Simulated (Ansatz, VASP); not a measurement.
# Rb12Pt6F35 (V_F hop (2.7 A)) in two plane-wave programs, part 2 of 2

Wanted: the spread between two codes on one cell, functional and k mesh. The Ansatz run is a path of several images between two structures; VASP solves its first image, and the two are compared there.

VASP 6.6.1 and Ansatz 0.2.0.

So far: The starting structure; Ansatz: path of images, PBEsol.

**3. VASP: single point, PBEsol**

Level of this step: PBEsol; plane waves and PAW (Rb_sv, Pt, F) (VASP).

The same cell, functional, mesh and smearing now go to VASP, with its own data sets.

Lines of VASP's logs that name or quote its potential files are left out, and so is its time.

Input file INCAR:

```
SYSTEM = Rb12Pt6F35
PREC = Accurate
ENCUT = 520
EDIFF = 1E-06
NELM = 120
ISMEAR = -1
SIGMA = 0.01
LREAL = Auto
ALGO = Normal
GGA = PS
NELECT = 412
NBANDS = 248
LASPH = .TRUE.
LORBIT = 11
LWAVE = .FALSE.
LCHARG = .FALSE.
ISIF = 2
GGA_COMPAT = .FALSE.
NCORE = 2
```

Input file POSCAR:

```
Rb12Pt6F35
1.0
    8.9219331912      5.1510804717      0.0000000000
   -8.9219331410      5.1510805586      0.0000000000
    0.0000000000      0.0000000000      9.6184622825
Rb Pt F
12 6 35
Direct
    0.9828899855      0.6690456541      0.3538395120
    0.3255102153      0.2996642489      0.3407451112
    0.6808991035      0.0227893785      0.3458050676
    0.9741366668      0.3159399454      0.1490545950
    0.3283035195      0.0138544041      0.1407454706
    0.6967604525      0.6716089566      0.1540456215
    0.9999639293      0.6670930039      0.8624763248
    0.3337180467      0.3286955945      0.8496716793
    0.6700754551      0.0032692963      0.8613547318
    0.9939997463      0.3271274387      0.6334151781
    0.3296518775      0.9969376622      0.6327071647
    0.6683073621      0.6630791267      0.6453666727
    0.0011598435      0.0027517630      0.9922617568
    0.3469228611      0.6799088822      0.0560745558
    0.6660990923      0.3369141589      0.9927513361
    0.9941424869      0.9957683677      0.5027213143
    0.3166769121      0.6495073614      0.4377503260
    0.6600081202      0.3307480909      0.5023370533
    0.9970057606      0.1558347921      0.3925841667
    0.3062065231      0.8206209378      0.3682014750
    0.6551033725      0.4884106902      0.3940263931
    0.1180241919      0.5009294381      0.3769485073
    0.5017037760      0.1699019200      0.3932809517
    0.8312350154      0.8388924413      0.3943326790
    0.1492242203      0.9914829584      0.3901931400
    0.8172333563      0.3338086443      0.3887683800
    0.0053226008      0.8476902672      0.1049038786
    0.3844287454      0.6106292770      0.2467684470
    0.6629365324      0.1795824320      0.1062742640
    0.1581503314      0.1656799785      0.1005487126
    0.4964299855      0.8779102063      0.1176145382
    0.8267906243      0.4952226881      0.1019188901
    0.1764141440      0.6914827884      0.1256090594
    0.5083608779      0.3417809505      0.1009534551
    0.8411216869      0.0000068926      0.1023467131
    0.9974129272      0.1585217337      0.8810612082
    0.3251531447      0.7604449089      0.8854018189
    0.6694298890      0.4958947434      0.8810393752
    0.2058183869      0.4827738371      0.9849235482
    0.5064071350      0.1757373207      0.8856320012
    0.8436099118      0.8399696740      0.8857180857
    0.1609455615      0.0021875917      0.8841056658
    0.5071235878      0.6632240655      0.9670601939
    0.8249736970      0.3334543268      0.8860055537
    0.9945863381      0.8359588166      0.6109438107
    0.3319905009      0.4886557656      0.5270189612
    0.6634845653      0.1719362767      0.6091894762
    0.1569213559      0.1531964914      0.6093656998
    0.5145562501      0.7894936417      0.5080616690
    0.8212144501      0.4905320843      0.6093558230
    0.2375632589      0.6725813151      0.6087173633
    0.5010733128      0.3275244921      0.6140704020
    0.8383557790      0.9995874494      0.6138385562
```

Input file KPOINTS:

```
Automatic mesh
0
Gamma
1 1 1
0 0 0
```

Potentials, in the order of the species: Rb_sv, Pt and F (PBE family, release 64).

Launch:

```
$ mpirun -np 8 vasp_gam
```

Numbers of over 12 decimals in the logs are rounded to 6 here.

The program printed:

```text
[banner, memory and clock lines left out]
running    8 mpi-ranks, on    1 nodes
[...]
|                                                                             |
|               ----> ADVICE to this user running VASP <----                  |
|                                                                             |
|     You enforced a specific xc type in the INCAR file but a different       |
|     [... a line on the potential file left out ...]
|     I HOPE YOU KNOW WHAT YOU ARE DOING!                                     |
|                                                                             |

 LDA part: xc-table for (Slater+PW92), standard interpolation
 POSCAR, INCAR and KPOINTS ok, starting setup
[...]
entering main loop
       N       E                     dE             d eps       ncg     rms          rms(c)
DAV:   1     0.464426082190E+04    0.46443E+04   -0.25079E+05   504   0.168E+03
DAV:   2     0.197926356567E+03   -0.44463E+04   -0.42140E+04   648   0.423E+02
DAV:   3    -0.263084045138E+03   -0.46101E+03   -0.45718E+03   568   0.138E+02
DAV:   4    -0.278773659988E+03   -0.15690E+02   -0.15644E+02   632   0.241E+01
DAV:   5    -0.279425276746E+03   -0.65162E+00   -0.65137E+00   728   0.468E+00BRMIX: very serious problems
 the old and the new charge density differ
 old charge density:   413.00000 new  412.00000
    0.881E+01
DAV:   6    -0.237934982600E+03    0.41490E+02   -0.17178E+02   544   0.363E+01    0.480E+01
DAV:   7    -0.236465670155E+03    0.14693E+01   -0.22847E+01   560   0.143E+01    0.303E+01
DAV:   8    -0.235840049064E+03    0.62562E+00   -0.38816E+00   576   0.654E+00    0.261E+00
DAV:   9    -0.235777514410E+03    0.62535E-01   -0.55733E-01   552   0.180E+00    0.132E+00
[...]
DAV:  16    -0.235761814145E+03    0.52531E-05   -0.30440E-05   592   0.241E-02    0.650E-03
DAV:  17    -0.235761814672E+03   -0.52736E-06   -0.12651E-05   600   0.100E-02    0.418E-03
DAV:  18    -0.235761814983E+03   -0.31081E-06   -0.10360E-06   336   0.314E-03
   1 F= -.23576181E+03 E0= -.23576181E+03  d E =-.166815E-10
```

OUTCAR, selected parts (step 3):

```text
  Total        2.8950051      3.0057048     -3.0270248     -0.0063363      0.3406173     -0.0060332
  in kB        5.2464673      5.4470825     -5.4857197     -0.0114830      0.6172831     -0.0109336
  external PRESSURE =       1.7359434 kB  Pullay stress =       0.0000000 kB

 POSITION                                       TOTAL-FORCE (eV/Angst)
 -----------------------------------------------------------------------------------
      2.80010      8.50925      3.40339        -0.001604     -0.002417     -0.005870
      0.23060      3.22032      3.27744        -0.001798      0.000466     -0.009507
      5.87161      3.62476      3.32611         0.001089     -0.000722     -0.007384
      5.87239      6.64529      1.43368         0.000467      0.001036      0.007502
      2.80549      1.76248      1.35376        -0.001953      0.000969      0.005877
      0.22440      7.04858      1.48168        -0.001851     -0.001752      0.009440
      2.96985      8.58714      8.29570         0.004793      0.002478     -0.009770
      0.04481      3.41215      8.17253        -0.004547      0.003411     -0.008078
      5.94920      3.46845      8.28491        -0.000538     -0.006179     -0.008932
      5.94979      6.80523      6.09248        -0.000553      0.005758      0.008854
     -5.95348      6.83337      6.08567         0.005784     -0.002928      0.008086
      0.04665      6.85808      6.20743        -0.005593     -0.003779      0.007483
     -0.01420      0.02015      9.54403        -0.000219      0.014072     -0.000173
     -2.97088      5.28929      0.53935         0.092853     -0.035431      0.172775
[...]
-----------------------------------------------------------------------------------
    total drift:                               -0.003412      0.013608      0.005037

  FREE ENERGIE OF THE ION-ELECTRON SYSTEM (eV)
  ---------------------------------------------------
  free  energy   TOTEN  =      -235.7618149829 eV

  energy  without entropy=     -235.7618149828  energy(sigma->0) =     -235.76181498

[... 2 further parts left out ...]
[key lines of the parts left out:]
E-fermi :  -0.1392
```

The run ends at a pressure of 0.17 GPa, with forces up to 0.22 eV/Å.

**4. Side by side**

Known differences besides the potentials themselves: the cutoff is 420 eV in Ansatz and 520 eV in VASP (PREC = Accurate, projectors in real space); Ansatz makes its cores anew for this functional, VASP keeps those of its PBE data sets. Total energies have different zeros and are not compared.

Forces on 7 of the 53 atoms, those with the largest forces and the largest differences (eV/Å; atoms numbered as in POSCAR):

| atom | Ansatz x, y, z | VASP x, y, z |
| --- | --- | --- |
| Pt14 | 0.002, -0.001, 0.000 | 0.093, -0.035, 0.173 |
| Pt17 | 0.002, 0.002, 0.002 | 0.095, 0.037, -0.171 |
| F20 | 0.000, 0.000, 0.001 | -0.133, 0.071, -0.052 |
| F22 | 0.000, -0.001, 0.000 | -0.030, -0.148, -0.046 |
| F31 | 0.000, 0.000, 0.000 | -0.028, 0.148, 0.050 |
| F37 | -0.001, 0.000, 0.000 | -0.103, 0.035, -0.186 |
| F51 | -0.001, -0.002, 0.000 | -0.103, -0.037, 0.187 |

The forces differ by 73 meV/Å r.m.s., where the r.m.s. force is 0.001 eV/Å in Ansatz and 0.073 eV/Å in VASP: the atoms lie near their places of rest in Ansatz, so a percentage would say little (all taken over all components). The cell carries a charge of +1 e against a uniform background, so its pressure also hangs on how the neutralising background is counted, and in a defect's cell a gap may be the spacing between its levels.

**5. Results**

```yaml
r_m_s_force_difference_single_point_pbesol: 73 meV/Å
```

What this shows: The r.m.s. force difference is 73 meV/Å (single point, PBEsol), beyond the 12 meV/Å picked in this series as the mark of a large difference. The data sets hold unlike numbers of valence electrons (460 in Ansatz and 412 in VASP), so part of the differences comes from the potentials. What causes the difference of the single point, PBEsol pair stays open here. Such differences can come from data sets, numerical settings and the points named under the comparisons, not from the functional's error against experiment.

[Lines on the potential files, build, host, timing and source positions are cut from VASP's logs without a mark.]

[Logs are printed without paths, hosts, clocks, repeated set-up lines and the standing remarks that a program may print on its own settings, such as how far it seeks lower states.]

[Hosts, paths, dates, database ids (printed as entryN), source tags and the programs' standing remarks are cut or masked in the printed files.]
